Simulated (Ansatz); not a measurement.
A 3-atom cell of SnS2 started from a crystallographic database (r2SCAN+rVV10 geometry), in Ansatz:

```
Sn S
1.0
     3.66076    0.00000    0.00000
    -1.83038    3.17031    0.00000
     0.00000    0.00000    5.96180
Sn S
1 2
Cartesian
  0.0000 0.0000 0.0000
  0.0000 2.1135 1.4642
  1.8304 1.0568 4.4976
```

G0W0@PBE with 260 empty bands, a screening cutoff of 140 eV and a 6×6×2 mesh (PAW, contour deformation) gives 2.368 eV over the mesh points, from a PBE gap of 1.523 eV; it sums over 273 bands with 263 plane waves in the screening and a wave cutoff of 420 eV. G0W0 here is at a finite number of bands, screening cutoff and k mesh, not at the basis limit. The values are computed, spin-unpolarised, and not measurements.

(1) Estimate the gap with starting point HSE06.

(2) Another run gave a Kohn-Sham gap of 1.835 eV and a G0W0 gap of 2.579 eV, summing over 273 bands with 263 plane waves in the screening and a wave cutoff of 500 eV. What was changed?

Answers

(1) 2.811 eV (+0.443 eV), from a Kohn-Sham gap of 2.419 eV.

(2) Starting point r2SCAN, with them a wave cutoff of 500 eV. The Kohn-Sham gap has moved while bands and screening basis stay; the higher wave cutoff is that of a meta-GGA.

No spin-orbit coupling is included; it can move band edges with weight on the heavy atoms by tenths of an eV.
